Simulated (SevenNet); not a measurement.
## Zinc-blende InN (metastable phase)

All values below come from the machine-learned potential SevenNet-0 (trained on PBE and PBE+U data).

Cell (relaxed at this level):

```xyz
2
Lattice="0.0000 2.5293 2.5293 2.5293 0.0000 2.5293 2.5293 2.5293 0.0000" Properties=species:S:1:pos:R:3 pbc="T T T"
In     0.0000     0.0000     0.0000
N      3.7939     3.7939     3.7939
```

```
Property                            Result
---------------------------  -------------
lattice constant a                 5.059 Å
equilibrium volume per atom  16.18 Å³/atom
```

Measured, for comparison: lattice constant a 5.01 ± 0.01 Å, equilibrium volume per atom 15.72 Å³/atom (temperature not stated, not corrected to a static lattice, epilayer on 3C-SiC; as tabulated in Schörmann, As, Lischka, Schley, Goldhahn et al., Appl. Phys. Lett. 89, 261903 …). Computed (rounded) less measured: lattice constant a +1.0 %, equilibrium volume per atom +2.9 %.

A machine-learned potential is trained on density-functional data: it inherits that level's misses and adds fitting errors of its own.
